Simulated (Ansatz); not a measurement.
# PtSe2: the cost of one run

Computed with Ansatz 0.2.0 (DFT PBE+D3(BJ), scalar-relativistic, plane waves, PAW, unless a step's input says otherwise).

The COD entry's cell or inner coordinates are ideal or old and differ from later refinements, so a difference from it is no clean test against experiment.

2 further runs of the same task are left out: 2 set aside as unsound or not needed.

## Step 1: Starting point

Symmetry: P-3m1, No. 164, trigonal system. The conventional cell has a = 3.724 Å, b = 3.724 Å, c = 5.062 Å, α = 90.00°, β = 90.00°, γ = 120.00°. Pt (site symmetry -3m) is surrounded by 6 Se at 2.49 Å. Se (site symmetry 3m) has 3 Pt at 2.49 Å as nearest neighbours.

Structure file:

```cif
data_structure
_symmetry_space_group_name_H-M 'P-3m1'
_symmetry_Int_Tables_number 164
_cell_length_a 3.7240
_cell_length_b 3.7240
_cell_length_c 5.0620
_cell_angle_alpha 90.000
_cell_angle_beta 90.000
_cell_angle_gamma 120.000
_cell_volume 60.80
loop_
_atom_site_label
_atom_site_type_symbol
_atom_site_symmetry_multiplicity
_atom_site_Wyckoff_symbol
_atom_site_fract_x
_atom_site_fract_y
_atom_site_fract_z
_atom_site_occupancy
Pt1 Pt 1 a 0.00000 0.00000 0.00000 1
Se1 Se 2 d 0.33333 0.66667 0.25000 1
```

The structure comes from the Crystallography Open Database.

## Step 9: The grid

Atoms count from 1 in the order of the input.

The upper layer of a bilayer is slid over the lower one; relaxed at each slide: the heights of all atoms; the origin of the map has Se4 above Se3.

First coordinate, slide of the upper layer along the first cell vector, from Se4 above Se3: 6 values from 0.000 to 0.833, periodic. Second coordinate, slide of the upper layer along the second cell vector, from Se4 above Se3: 6 values from 0.000 to 0.833, periodic.

Relaxed at each point: the heights of all atoms. Points are written as (first, second).

The two vectors of the plane (Å): (3.707, 0.000, 0.000); (-1.853, 3.210, 0.000).

(The set-up runs are not shown.)

## Step 10: Grid point (0/6, 0/6) of the map's two axes

The input, input.yaml:

```yaml
crystal:
  lattice:
    - [3.7069016985, 0.0, 0.0]
    - [-1.8534508492, 3.2102710402, 0.0]
    - [0.0, 0.0, 22.7988453851]
  atoms:
    - { symbol: Se, position: [0.6666666667, 0.3333333333, 0.1973784165] }
    - { symbol: Pt, position: [0.0, 0.0, 0.2554827338] }
    - { symbol: Se, position: [0.3333333333, 0.6666666667, 0.3135870511] }
    - { symbol: Se, position: [0.3333333333, 0.6666666667, 0.4630683052] }
    - { symbol: Pt, position: [-0.3333333333, 0.3333333333, 0.5211726225] }
    - { symbol: Se, position: [0.0, 1.0, 0.5792769398] }
basis:
  ecutwfc: 420
kpoints:
  mp_grid: { grid: [9, 9, 1] }
hamiltonian:
  xc: pbe
  dispersion: d3bj
scf:
  occupations: { method: gaussian, width: 0.05 }
output:
  forces: true
  eigenvalues: true
relax:
  adjacent_minimum: "off"
  f_tol: 0.003
  max_steps: 20
  constraints: [{ site: 0 }, { sites: [1, 2, 3, 4, 5], fix: xy }]
efield:
  axis: 3
  dipole_correction: true
  ramp_width: 0.04
```

Started as:

```console
$ ansatz run input.yaml --threads 1 --pin off --max-ram 3072MiB --backend cpu --events-out ev --progress --plain --runs-dir out
```

**Question.** How long does this run take on 1 thread of AMD EPYC 7R43 (Zen 3), shared host, and how much memory does it need?

About 87 s, with a peak of 0.58 GiB.
